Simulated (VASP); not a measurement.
**Sb: relaxation of shape and atoms at fixed volume with PBE**

Crystal: Sb.

```
Sb
1.0
     2.20462    1.27284    3.86067
    -2.20462    1.27284    3.86067
     0.00000   -2.54568    3.86067
Sb
2
Direct
  0.23272 0.23272 0.23272
  0.76728 0.76728 0.76728
```

The cell isn't the ideal one: a relaxed cell with its volume scaled by 1.02.

- Program: VASP 6.6.1
- Task: relaxation of shape and atoms at fixed volume
- Functional: PBE
- Potentials or basis: VASP PAW PBE potentials, release 64 (Sb)
- Cutoff: 300 eV
- k mesh: 6 × 6 × 5
- Occupations: methfessel-paxton, width 0.1 eV
- Spin: no spin polarisation
- Further INCAR settings: ALGO = Normal; EDIFF = 1e-07; IBRION = 2; EDIFFG = -0.01; NSW = 40; ISIF = 4

```json
{"Energy gained by relaxing": "0.7 meV/atom", "Ionic steps": "6", "Pressure after relaxing": "-0.6 GPa", "Band gap on the k mesh": "none (metal or under the smearing width)"}
```

The path:
```tsv
step	energy change (eV)	largest force (eV/Å)	pressure (GPa)
1	0.0000	0.0941	-0.96
2	-0.0008	0.0547	-0.84
3	-0.0013	0.0016	-0.68
4	-0.0013	0.0113	-0.64
5	-0.0014	0.0053	-0.62
6	-0.0014	0.0010	-0.61
```

Final structure:
```
Sb
1.0
     2.19740    1.26867    3.88608
    -2.19740    1.26867    3.88608
     0.00000   -2.53734    3.88608
Sb
2
Direct
  0.23172 0.23172 0.23172
  0.76828 0.76828 0.76828
```

Levels at points of the mesh, in eV from the Fermi level:
```csv
k point,band 1,band 2,band 3,band 4,band 5,band 6,band 7,band 8,band 9
"(0.00, 0.00, 0.00)",-12.19,-5.13,-1.88,-1.63,-1.63,1.89,2.56,2.56,5.27
"(0.50, 0.00, 0.00)",-10.05,-9.27,-1.87,-1.79,-0.24,-0.20,0.30,0.75,7.38
"(0.50, 0.50, 0.00)",-10.07,-7.95,-4.94,-3.38,-3.32,1.69,4.59,5.32,6.33
```

Wall time 33 s on 1 thread of Intel(R) Xeon(R) Platinum 8488C (Sapphire Rapids), with other jobs on the host, peak memory 0.15 GiB.

Spin-orbit coupling is left out, which matters for the levels of Sb.
